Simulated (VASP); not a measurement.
## A VASP 6.6.1 single-point calculation on Si

INCAR

```
ALGO = Normal
ISIF = 2
NELM = 83
LWAVE = .FALSE.
SIGMA = 0.02
ISMEAR = -1
IBRION = -1
LCHARG = .FALSE.
ENCUT = 700
PREC = Accurate
EDIFF = 1E-7
GGA = PE
LASPH = .TRUE.
LREAL = .FALSE.
NBANDS = 11
NSW = 0
```

KPOINTS

```
KPOINTS created by Atomic Simulation Environment
0
Gamma
8 8 8
0 0 0
```

POSCAR

```
Si
 1.0000000000000000
    -0.0907372965000000    2.6313815992000000    2.6313815992000000
     2.6313815992000000   -0.0907372965000000    2.6313815992000000
     2.6313815992000000    2.6313815992000000   -0.0907372965000000
 Si
   2
Cartesian
 -0.0136329452143462 -0.0136329452143462 -0.0136329452143462
  1.3066394206893464  1.3066394206893464  1.3066394206893464
```

The recommended PBE PAW datasets give the neutral cell 8 valence electrons.

Command

```
mpirun -np 1 vasp_std
```

**Question.** Predict the outcome of this run.

**Answer.** It converged. Results: gap between bands v and c on the k mesh 0.02 eV; least direct gap on the k mesh 2.07 eV; pressure 6.5 GPa; largest force 0.05 eV/Å. Band v is the last that the valence electrons fill when counted band by band, and c is the next.

OSZICAR

```
N       E                     dE             d eps       ncg     rms          rms(c)
DAV:   1     0.926467453743E+01    0.92647E+01   -0.38104E+03  1430   0.727E+02
DAV:   2    -0.103221274857E+02   -0.19587E+02   -0.18732E+02  1890   0.961E+01
DAV:   3    -0.109747498107E+02   -0.65262E+00   -0.65034E+00  1774   0.142E+01
DAV:   4    -0.109799230528E+02   -0.51732E-02   -0.51725E-02  1704   0.157E+00
DAV:   5    -0.109799707285E+02   -0.47676E-04   -0.47675E-04  1793   0.143E-01    0.516E+00
DAV:   6    -0.108279420956E+02    0.15203E+00   -0.94268E-02  1637   0.129E+00    0.315E+00
DAV:   7    -0.107626794874E+02    0.65263E-01   -0.17056E-01  1651   0.183E+00    0.255E-01
DAV:   8    -0.107637580584E+02   -0.10786E-02   -0.95650E-03  1625   0.546E-01    0.111E-01
DAV:   9    -0.107638117965E+02   -0.53738E-04   -0.30356E-04  1777   0.104E-01    0.714E-02
DAV:  10    -0.107638870206E+02   -0.75224E-04   -0.99063E-05  1652   0.555E-02    0.143E-02
DAV:  11    -0.107638876901E+02   -0.66948E-06   -0.12196E-05  1715   0.180E-02    0.769E-03
DAV:  12    -0.107638882104E+02   -0.52025E-06   -0.96230E-07  1720   0.586E-03    0.175E-03
DAV:  13    -0.107638881488E+02    0.61621E-07   -0.23178E-07  1688   0.268E-03
   1 F= -.10763888E+02 E0= -.10763803E+02  d E =-.170634E-03
```

Standard output (part)

```
POSCAR found type information on POSCAR Si
 POSCAR found :  1 types and       2 ions
 LDA part: xc-table for (Slater+PW92), standard interpolation
 POSCAR, INCAR and KPOINTS ok, starting setup
 WAVECAR not read
 entering main loop
```

For comparison, a separate PBE run of the intended cell, on usual settings and not on those above, gives a gap of 0.02 eV on its mesh and a pressure of 6.5 GPa.
